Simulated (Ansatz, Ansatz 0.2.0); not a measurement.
# Lattice constant of cubic LaRu2: PBEsol comes out too small, r2SCAN within half a per cent

## Reference data

The quantity is the cubic lattice constant of LaRu2, a metallic Laves phase of the MgCu2 type. The reference is 7.702 Å, taken from a printed reference work on superconductivity and lattice constants of Laves phases. It is a compiled value, and neither method nor temperature is given with it; I take it to be a room-temperature X-ray value, probably from arc-melted polycrystalline material. The diffraction structure from which the calculations start (1982, Crystallography Open Database entry 1523459) has a slightly larger cell, 7.71 Å. The two values differ by 0.008 Å, about 0.1 %. Neither comes with a composition or a sample history, which can matter in a Laves phase that tolerates some deviation from ideal stoichiometry.

| compared with | measured | source's wording or label | method |
| --- | --- | --- | --- |
| a (Å) | 7.702 | cubic lattice constant | compiled value, method not stated * |
| a (Å) | 7.71 | 7.7100 | diffraction refinement behind the database entry |

Where a quantity has several values, deviations refer to the one marked *.

Conditions are those given with the value in the passage it was taken from; "not stated" means there, and the paper may say more elsewhere. The values are a selection: others may have been left out beforehand as unlike or outlying.

## Method

My aim is the lattice constant of the ideal, ordered cubic crystal to within 0.5 % of the reference, roughly 0.04 Å. That is several times the difference between the two measured values, and still narrow enough to expose the usual overbinding or underbinding of a poorly chosen functional.

I go straight to PBEsol, a gradient-corrected functional built for equilibrium volumes of dense solids. LDA costs about as much but usually makes transition-metal compounds too small, so I would not rest the answer on it. The model is the six-atom primitive cell, non-magnetic, with cell and atoms relaxed. It gives a static lattice; if the reference is indeed a room-temperature value, thermal and zero-point expansion should put it a few tenths of a per cent above such a result.

A slight tetragonal distortion has been reported on cooling. The relaxation keeps the cubic symmetry and so cannot find it, which suits a comparison with a cubic lattice constant but leaves the low-temperature structure aside. I first settle mesh and cutoff, then test the potentials and set a neighbouring functional beside the result.

Plain PBE isn't shown in this study.

System: LaRu2, cubic Laves, MgCu2 type; Fd-3m (No. 227), 6 atoms in the primitive cell; the database structure is a diffraction structure: a = 7.710 Å; structure from the Crystallography Open Database.

On the selection of runs and values: Further runs on this system are not shown.

## 1. PBEsol with its mesh and cutoff checks

The Ru 4d states and the La 5d states lie at the Fermi level, so the k mesh deserves a test, and a stress-driven relaxation is sensitive to the plane-wave cutoff. I therefore run PBEsol on the 8x8x8 mesh at the default cutoff together with two variants, one with a 10x10x10 mesh and one with the cutoff raised to 590 eV. I expect a cell slightly below the measured one, with shifts between the three runs that are small against the target.

**Run 1.** Ansatz 0.2.0: PBEsol, cell and atoms relaxed from the database structure, PAW set soft_2, cutoff 420 eV (default), 8x8x8 k mesh, Gaussian smearing 0.1 eV.

Key lines of the input:
```
crystal:
  # lattice and atoms
kpoints:
  mp_grid: { grid: [8, 8, 8] }
hamiltonian:
  xc: pbesol
scf:
  occupations: { method: gaussian, width: 0.1 }
output:
  forces: true
  stress: true
relax:
  adjacent_minimum: "off"
  f_tol: 0.005
  max_steps: 60
  cell: { stress_tol: 0.03 }
```

Command:
```
ansatz run input.yaml --threads 4 --pin off --max-ram 16384MiB --backend cpu --events-out ev --progress --plain --runs-dir out
```

Selected lines of the output:
```
relax step   1: F+E_penalty+E_count = -35588.83164771 eV  [...]  max|allowed force component| = 7.710e-19 eV/Å  [...]  P = -6.322 GPa  Ω = 114.579 Å³  (7 SCF iters, dr2 threshold 1.00e-7 [...]
  cell:  # Å, volume = 109.7307 Å³
```

Converged; 8 s on 4 cores of Intel Xeon 6975P-C (Granite Rapids), shared host.

**Run 2.** Ansatz 0.2.0: PBEsol, cell and atoms relaxed from the database structure, PAW set soft_2, cutoff 420 eV (default), 10x10x10 k mesh, Gaussian smearing 0.1 eV.

Key lines of the input, as changed from run 1:
```diff
  kpoints:
-   mp_grid: { grid: [8, 8, 8] }
+   mp_grid: { grid: [10, 10, 10] }
```

Selected lines of the output:
```
  cell:  # Å, volume = 109.8005 Å³
```

Converged; 30 s on 4 cores of Arm Neoverse V1, shared host.

**Run 3.** Ansatz 0.2.0: PBEsol, cell and atoms relaxed from the database structure, PAW set soft_2, cutoff 590 eV, 8x8x8 k mesh, Gaussian smearing 0.1 eV.

Key lines of the input, as changed from run 1:
```diff
+ basis:
+   ecutwfc: 590.0
```

Selected lines of the output:
```
  cell:  # Å, volume = 109.7291 Å³
```

Converged; 29 s on the same hardware.

| quantity | run 1 | run 2 | run 3 | measured |
| --- | --- | --- | --- | --- |
| a (Å) | 7.600 | 7.601 | 7.600 | 7.702 |
| conventional cell volume (Å³) | 438.92 | 439.20 | 438.92 |  |

PBEsol gives 7.600 Å, which is 0.102 Å or 1.3 % below the reference and well outside the target. I had expected a slightly small cell, but this gap is too wide for the few tenths of a per cent that thermal and zero-point expansion could explain. It is not a matter of a shallow energy minimum either, since at the diffraction volume the calculated crystal is under a tension of about 6 GPa.

The numerical settings are not to blame. The denser mesh changes the lattice constant by less than 0.002 Å, and the higher cutoff leaves it the same to the printed precision. That leaves the potentials, the functional and the measured sample as suspects.

## 2. Other potentials and a meta-GGA

Before I blame the functional I repeat PBEsol with PseudoDojo norm-conserving pseudopotentials. If the PAW set is sound, the lattice constant should move by far less than the gap.

The miss also changes my choice of neighbouring level. I take r2SCAN, a meta-GGA that usually gives larger cells than PBEsol in transition-metal compounds, and so I expect it to move towards the measured value. I run it on the 8x8x8 mesh and again on a 4x4x4 mesh, because the mesh test made with PBEsol does not carry over to another functional. The coarse run serves only to show how sensitive r2SCAN is to the sampling; the result to judge is that of the denser mesh.

**Run 4.** Ansatz 0.2.0: PBEsol, PseudoDojo norm-conserving pseudopotentials, cell and atoms relaxed from the database structure, cutoff 1497 eV (default), 8x8x8 k mesh, Gaussian smearing 0.1 eV.

Key lines of the input, as changed from run 1:
```diff
  hamiltonian:
+   pseudopotentials: { kind: nc, accuracy: standard }
```

Selected lines of the output:
```
  cell:  # Å, volume = 109.7696 Å³
```

Converged; 2.6 min on the same hardware.

**Run 5.** Ansatz 0.2.0: r2SCAN, cell and atoms relaxed from the database structure, PAW set soft_2, cutoff 500 eV (default), 8x8x8 k mesh, Gaussian smearing 0.1 eV.

Key lines of the input, as changed from run 1:
```diff
  hamiltonian:
-   xc: pbesol
+   xc: r2scan
```

Selected lines of the output:
```
relax step   1: F+E_penalty+E_count = -36092.77539033 eV  [...]  max|allowed force component| = 1.253e-18 eV/Å  [...]  P = -2.057 GPa  Ω = 114.579 Å³  (8 SCF iters, dr2 threshold 1.00e-7 [...]
  cell:  # Å, volume = 112.9941 Å³
```

Converged; 39 s on the same hardware.

**Run 6.** Ansatz 0.2.0: r2SCAN, cell and atoms relaxed from the database structure, PAW set soft_2, cutoff 500 eV (default), 4x4x4 k mesh, Gaussian smearing 0.1 eV.

Key lines of the input, as changed from run 5:
```diff
  kpoints:
-   mp_grid: { grid: [8, 8, 8] }
+   mp_grid: { grid: [4, 4, 4] }
```

Selected lines of the output:
```
  cell:  # Å, volume = 112.8504 Å³
```

Converged; 15 s on the same hardware.

| quantity | run 4 | run 5 | run 6 | measured |
| --- | --- | --- | --- | --- |
| a (Å) | 7.601 | 7.674 | 7.671 | 7.702 |
| conventional cell volume (Å³) | 439.08 | 451.98 | 451.40 |  |

The norm-conserving pseudopotentials give PBEsol a lattice constant of 7.601 Å, within 0.001 Å of the PAW result. Two different kinds of potential thus agree far more closely than either does with experiment, and I no longer suspect the PAW set for the PBEsol miss. What remains is the functional or the measured sample.

r2SCAN on the 8x8x8 mesh gives 7.674 Å, which is 0.028 Å or 0.36 % below the reference and inside the target. Measured against the slightly larger diffraction cell it would still pass, though with little room. The change from PBEsol has the direction I expected and closes nearly three quarters of the gap. Going from the coarse to the denser mesh lengthens the lattice constant by only 0.003 Å, so sampling is a small matter here too. The checks of potentials and cutoff above are for PBEsol; equivalent checks for r2SCAN are not shown in this report.

## Comparison with experiment

| run | settings | a (Å) | deviation | cost |
| --- | --- | --- | --- | --- |
| 1 | PBEsol, PAW set soft_2, cutoff 420 eV (default), 8x8x8 k mesh | 7.600 | −0.102 (−1.3 %) | under 1 core-min |
| 2 | PBEsol, PAW set soft_2, cutoff 420 eV (default), 10x10x10 k mesh | 7.601 | −0.101 (−1.3 %) | 2 core-min |
| 3 | PBEsol, PAW set soft_2, cutoff 590 eV, 8x8x8 k mesh | 7.600 | −0.102 (−1.3 %) | 1.9 core-min |
| 4 | PBEsol, PseudoDojo norm-conserving pseudopotentials, cutoff 1497 eV (default), 8x8x8 k mesh | 7.601 | −0.101 (−1.3 %) | 10 core-min |
| 5 | r2SCAN, PAW set soft_2, cutoff 500 eV (default), 8x8x8 k mesh | 7.674 | −0.028 (−0.4 %) | 2.6 core-min |
| 6 | r2SCAN, PAW set soft_2, cutoff 500 eV (default), 4x4x4 k mesh | 7.671 | −0.031 (−0.4 %) | under 1 core-min |
|  | measured | 7.702 |  |  |

Further runs on the same system, made beside this series (convergence steps with loose settings among them):

| further | settings | a (Å) | deviation | cost |
| --- | --- | --- | --- | --- |
| F1 | r2SCAN+rVV10, PAW set soft_2, cutoff 500 eV (default), 8x8x8 k mesh | 7.644 | −0.058 (−0.8 %) | 2.8 core-min |
| F2 | PBEsol with spin-orbit coupling, cutoff 420 eV (default), 8x8x8 k mesh | 7.602 | −0.100 (−1.3 %) | 11 core-min |
| F3 | PBEsol+D3(BJ), PAW set soft_2, cutoff 420 eV (default), 8x8x8 k mesh | 7.515 | −0.187 (−2.4 %) | 83 core-s |
| F4 | BLYP+D3(BJ), PAW set soft_2, cutoff 420 eV (default), 8x8x8 k mesh | 7.648 | −0.054 (−0.7 %) | 71 core-s |
| F5 | BLYP, PAW set soft_2, cutoff 420 eV (default), 8x8x8 k mesh | 7.857 | +0.155 (+2.0 %) | 82 core-s |
| F6 | LDA, PAW set soft_2, cutoff 420 eV (default), 8x8x8 k mesh | 7.542 | −0.160 (−2.1 %) | under 1 core-min |
| F7 | PBEsol, PAW set soft_2, cutoff 420 eV (default), 4x4x4 k mesh | 7.598 | −0.104 (−1.4 %) | under 1 core-min |
|  | measured | 7.702 |  |  |

## Discussion

PBEsol, the functional I committed to, misses the 0.5 % target: its lattice constant is 1.3 % too small. r2SCAN, brought in as the neighbouring level, meets it at 7.674 Å, 0.4 % below the reference, for 2.6 core-minutes.

The PBEsol miss withstands every check made on it. A denser mesh, a higher cutoff and norm-conserving pseudopotentials each move the result by less than 0.002 Å, and the run with spin-orbit coupling and its own potentials by only 0.002 Å. Thermal and zero-point expansion would account for a few tenths of a per cent, so most of the gap remains. I put it down to overbinding by PBEsol, though an off-stoichiometric sample can't be excluded.

For r2SCAN the same expansion has the right sign and could cover much of what is left, provided the reference is a room-temperature value. That makes the agreement plausible physically, but it doesn't prove it. Adding rVV10 dispersion shortens the lattice constant by 0.030 Å and takes it out of the target. BLYP+D3(BJ) comes within 0.7 % only because a large dispersion contraction offsets the oversized BLYP cell.

The change of potentials was the most useful check, since it turned suspicion from the PAW set to the functional. The higher cutoff could have been spared for PBEsol and would have served better on r2SCAN, for which checks of cutoff and potentials are not shown in this report. The tetragonal distortion reported on cooling is also left open, because the relaxations keep the cubic symmetry. Plain PBE, which usually gives larger cells than PBEsol, would be a useful comparison but isn't shown in this report.

[Logs are printed without paths, hosts, clocks, repeated set-up lines and the standing remarks that a program may print on its own settings, such as how far it seeks lower states.]

[The runs shown are a pick from a larger set of finished runs; failed, doubtful and other runs were left out of it ahead of writing. So were measured values far from every level or from commonly accepted values, and agreement can look better than it is. Lines of input and output are excerpts and may be shortened.]
